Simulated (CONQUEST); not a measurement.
**TaN in CONQUEST: convergence with k mesh**

The system is TaN.

```xyz
4
Lattice="3.1273 0.0000 0.0000 0.0000 3.1273 0.0000 0.0000 0.0000 4.4226" Properties=species:S:1:pos:R:3 pbc="T T T"
Ta    0.0004    3.1235    2.2125
Ta    1.5641    1.5598    0.0011
N     0.0172    3.1011    0.0032
N     1.5809    1.5374    2.2145
```

The cell comes from a database or a generator and needn't be the stable form of this composition.

The cell isn't the ideal one: atoms moved at random.

| Quantity | Value |
| --- | --- |
| Program | CONQUEST 1.3 |
| Task | convergence study |
| Functional | PBE |
| Potentials or basis | PseudoDojo NC PBE, DZP, grid cutoff 150 Ha |
| k mesh | 2 × 2 × 1 |
| Occupations | fermi-dirac, width 0.05 eV |
| Spin | no spin polarisation |

These are the settings of the first run; the series varies k mesh, with any setting tied to it.

Hardware: 1 thread of AMD EPYC 7B13 (Zen 3), on a shared host.

| k mesh | energy less the tightest run, at zero smearing (meV/atom) | pressure (GPa) | largest force (eV/Å) | SCF cycles | CPU time (s) | peak memory (GiB) |
| --- | --- | --- | --- | --- | --- | --- |
| 2 × 2 × 1 | 927.91 | 14.36 | 0.501 | 8 | 50 | 0.89 |
| 2 × 2 × 2 | 338.30 | 6.19 | 0.260 | 8 | 54 | 0.89 |
| 3 × 3 × 2 | 248.37 | 4.78 | 0.470 | 8 | 57 | 0.89 |
| 4 × 4 × 3 | 27.49 | 0.98 | 0.209 | 8 | 68 | 0.89 |
| 5 × 5 × 4 | 2.47 | 0.45 | 0.257 | 8 | 84 | 0.89 |
| 6 × 6 × 5 | 17.84 | 0.79 | 0.215 | 8 | 120 | 0.89 |
| 7 × 7 × 5 | -12.35 | 0.19 | 0.205 | 8 | 120 | 0.89 |
| 9 × 9 × 6 | 2.33 | 0.55 | 0.218 | 8 | 210 | 0.89 |
| 11 × 11 × 8 | 2.81 | 0.57 | 0.231 | 8 | 360 | 0.89 |
| 12 × 12 × 9 | 0.00 | 0.52 | 0.215 | 8 | 470 | 0.89 |

Against the tightest run, the pressure stays within 0.1 GPa from 9 × 9 × 6 on. Not settled before the last step: the energy (to 1 meV/atom), the largest force (to 0.005 eV/Å). Meshes of other sizes hit other points, so gaps and Fermi surfaces needn't settle smoothly. The tightest run that finished is the yardstick and may itself not be fully converged.

Caveat, for the tightest run too: the basis of atomic orbitals isn't converged, which shifts pressures, moduli and gaps. The run has no spin-orbit coupling, so splittings on Ta are missing.
